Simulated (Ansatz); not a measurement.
Steps from a short run of molecular dynamics on a 2×2×1 supercell (16 atoms) of CdSe (P6_3mc), relaxed with r2SCAN; forces from PBE in the plane-wave code Ansatz, 3×3×2 mesh, Fermi-Dirac smearing of 0.052 eV, constant energy and volume (NVE), started at 600 K. Spin polarisation is off, nuclei are classical, and the run is far too short for thermal averages.

Cell vectors in Å:
```
 8.6814  0.0000  0.0000
-4.3407  7.5183  0.0000
 0.0000  0.0000  7.0767
```

Q: At 12 fs positions (Å), velocities (Å/fs) and forces (eV/Å) are
```
Cd -0.0104  2.4680  0.0239   -0.0008 -0.0031 -0.0007    0.1303  0.1705 -0.0629
Cd  2.1516  1.2246  3.5705   -0.0015 -0.0023  0.0001    0.1606  0.2582  0.1151
Se  0.0081  2.4808  2.6756    0.0006 -0.0020 -0.0014   -0.1249  0.1830  0.0870
Se  2.2008  1.2253  6.2527    0.0025 -0.0022  0.0017   -0.1426  0.1621 -0.2018
Cd -2.1716  6.2775  0.0573   -0.0001  0.0009  0.0020   -0.0569 -0.2644 -0.1744
Cd -0.0026  5.0248  3.5740   -0.0002  0.0010  0.0003   -0.0094 -0.1369 -0.0381
Se -2.2031  6.2755  2.6982   -0.0025  0.0009  0.0004    0.5758  0.0473 -0.1240
Se  0.0233  5.0262  6.2269    0.0018  0.0011 -0.0003   -0.2653 -0.2044  0.0728
Cd  4.3255  2.4844  0.0867   -0.0012 -0.0017  0.0044    0.1934  0.1872 -0.3155
Cd  6.4923  1.2646  3.5715   -0.0016  0.0009  0.0000   -0.0732 -0.0570 -0.2127
Se  4.3153  2.5908  2.6859   -0.0021  0.0068 -0.0004    0.0502 -0.4913  0.2711
Se  6.5251  1.2517  6.2024    0.0011 -0.0001 -0.0023   -0.2281 -0.0216  0.1906
Cd  2.1780  6.2419  0.0210    0.0006 -0.0019 -0.0009    0.0142  0.1746  0.1275
Cd  4.3936  5.0665  3.5349    0.0043  0.0045 -0.0028   -0.3599 -0.1385  0.3376
Se  2.1862  6.2272  2.7040    0.0012 -0.0030  0.0009   -0.1824  0.3376 -0.1512
Se  4.3163  5.0260  6.2041   -0.0019  0.0010 -0.0022    0.3181 -0.2064  0.0786
```
Where are the atoms one step (2 fs) later, and what forces do they feel?

A:
```
Cd -0.0121  2.4618  0.0225    0.1518  0.1952 -0.0712
Cd  2.1486  1.2201  3.5707    0.1829  0.3014  0.1342
Se  0.0093  2.4769  2.6729   -0.1442  0.2090  0.1003
Se  2.2057  1.2208  6.2561   -0.1648  0.1886 -0.2329
Cd -2.1718  6.2793  0.0613   -0.0651 -0.3059 -0.2028
Cd -0.0030  5.0268  3.5746   -0.0093 -0.1568 -0.0430
Se -2.2079  6.2772  2.6990    0.6825  0.0633 -0.1501
Se  0.0269  5.0282  6.2264   -0.3070 -0.2345  0.0826
Cd  4.3232  2.4810  0.0956    0.2223  0.2117 -0.3686
Cd  6.4891  1.2664  3.5715   -0.0816 -0.0639 -0.2452
Se  4.3111  2.6043  2.6851    0.0566 -0.5663  0.3154
Se  6.5272  1.2515  6.1979   -0.2625 -0.0259  0.2211
Cd  2.1793  6.2381  0.0193    0.0158  0.2020  0.1473
Cd  4.4021  5.0755  3.5293   -0.4338 -0.1690  0.3966
Se  2.1886  6.2213  2.7058   -0.2111  0.3865 -0.1736
Se  4.3126  5.0280  6.1998    0.3675 -0.2354  0.0899
```
The temperature goes from 542.3 to 522.5 K.
